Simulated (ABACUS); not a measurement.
Write the native input for ABACUS 3.10.1 that does the following.

```yaml
Task: band structure
Functional: r2SCAN
Potentials_or_basis: SG15 ONCV 1.2 PBE
Cutoff: 1075 eV
Density_cutoff: 4299 eV
Basis: plane waves
Occupations: fermi-dirac, width 0.05 eV
Spin: no spin polarisation
Radial_cutoff_of_the_potentials_pseudo_rcut: 7 bohr
Threshold_of_the_eigensolver: 1e-07 Ry
Density: read from an earlier self-consistent run
Path: G-X-W-K-G-L-U-W-L-K, U-X
Points_for_each_segment_of_the_path: 10
SCF_threshold_on_the_density: 1e-08
Max_SCF_steps: 100
Eigensolver: dav
Mixing: broyden
Mixing_share: 0.7
Symmetry_key: -1
Bands: 15
```

Sr:

```
Sr
1.0
    -3.04235    0.00000    3.04235
     0.00000    3.04235    3.04235
    -3.04235    3.04235    0.00000
Sr
1
Direct
  0.00000 0.00000 0.00000
```

The input as run:

INPUT

```
INPUT_PARAMETERS
suffix              Sr
calculation         nscf
basis_type          pw
pseudo_dir          ./
symmetry            -1
dft_functional      MGGA_X_R2SCAN+MGGA_C_R2SCAN
ecutwfc             79.0
pseudo_rcut         7
nspin               1
nbands              15
ks_solver           dav
smearing_method     fd
smearing_sigma      0.00367493
scf_thr             1e-08
scf_nmax            100
mixing_type         broyden
mixing_beta         0.7
mixing_tau          1
init_chg            file
pw_diag_thr         1e-07
out_band            1
kpar                4
```

STRU

```
ATOMIC_SPECIES
Sr 87.6200 Sr_ONCV_PBE-1.2.upf

LATTICE_CONSTANT
1.8897261246

LATTICE_VECTORS
-3.0423500000 0.0000000000 3.0423500000
0.0000000000 3.0423500000 3.0423500000
-3.0423500000 3.0423500000 0.0000000000

ATOMIC_POSITIONS
Direct

Sr
0.0
1
0.0000000000 0.0000000000 0.0000000000 1 1 1
```

KPT

```
K_POINTS
12
Line
0.00000000 0.00000000 0.00000000 10 // G
0.50000000 0.00000000 0.50000000 10 // X
0.50000000 0.25000000 0.75000000 10 // W
0.37500000 0.37500000 0.75000000 10 // K
0.00000000 0.00000000 0.00000000 10 // G
0.50000000 0.50000000 0.50000000 10 // L
0.62500000 0.25000000 0.62500000 10 // U
0.50000000 0.25000000 0.75000000 10 // W
0.50000000 0.50000000 0.50000000 10 // L
0.37500000 0.37500000 0.75000000 1 // K
0.62500000 0.25000000 0.62500000 10 // U
0.50000000 0.00000000 0.50000000 1 // X
```

Potentials or basis: SG15 ONCV 1.2 PBE, plane waves.

Command:

```sh
$ OMP_NUM_THREADS=1 mpirun -np 4 abacus > log
```

Wall time 16 s on 4 MPI ranks on AMD EPYC 9R45 96-Core Processor (Zen 5) (shared host), peak memory 0.44 GiB a rank.
